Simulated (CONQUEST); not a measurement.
# SiC (Moissanite 3C) under changes of volume

One of the cells (10.346 Å³/atom); the others are scaled copies at fixed shape and fractional positions:

```
Si C
1.0
     3.08157    0.00000    0.00000
     0.00000    3.08157    0.00000
     0.00000    0.00000    4.35800
Si C
2 2
Cartesian
  0.0000 0.0000 0.0000
  1.5408 1.5408 2.1790
  0.0000 1.5408 1.0895
  1.5408 0.0000 3.2685
```

| Property | Result |
| --- | --- |
| Program | CONQUEST 1.3 |
| Functional | PBEsol |
| Potentials or basis | PseudoDojo NC PBEsol, DZP, grid of 32 × 32 × 48 points |
| k mesh | 9 × 9 × 6 |
| Occupations | fermi-dirac, width 0.05 eV |
| Spin | no spin polarisation |

```tsv
volume (Å³/atom)	energy over the lowest point (meV/atom)	pressure (GPa)	gap on the mesh (eV)
9.725	?	?	?
9.932	20.10	12.7	1.16
10.139	7.17	7.4	1.18
10.346	0.65	2.8	1.20
10.553	0.00	-1.5	1.21
10.760	4.22	-5.2	1.23
10.967	13.27	-8.8	1.25
```

Question: What does the run at 9.725 Å³/atom give?

Answer: Energy over the lowest point 40.17 meV/atom; pressure 18.3 GPa; gap on the mesh 1.14 eV.

Worked out: A Birch-Murnaghan fit of order 3 (a polynomial in V^(-2/3)) to the other rows has its minimum at 10.48 Å³/atom with B0 = V·E''(V) = 209 GPa and B' = 4.6. It gives 40.19 meV/atom at 9.725 Å³/atom, against the run's 40.17, and -dE/dV = 18.5 GPa, against 18.3. A straight line through the other rows of the gap, of slope 0.879 eV per unit of ln V, extrapolates to 1.14 eV, against the run's 1.14.

Energies are extrapolated to zero smearing.

Caveats: an odd mesh through Γ misses points on the zone boundary, where band edges often lie; the basis of atomic orbitals isn't converged, which shifts pressures, moduli and gaps; the real-space grid breaks the cell's symmetry a little (some runs).
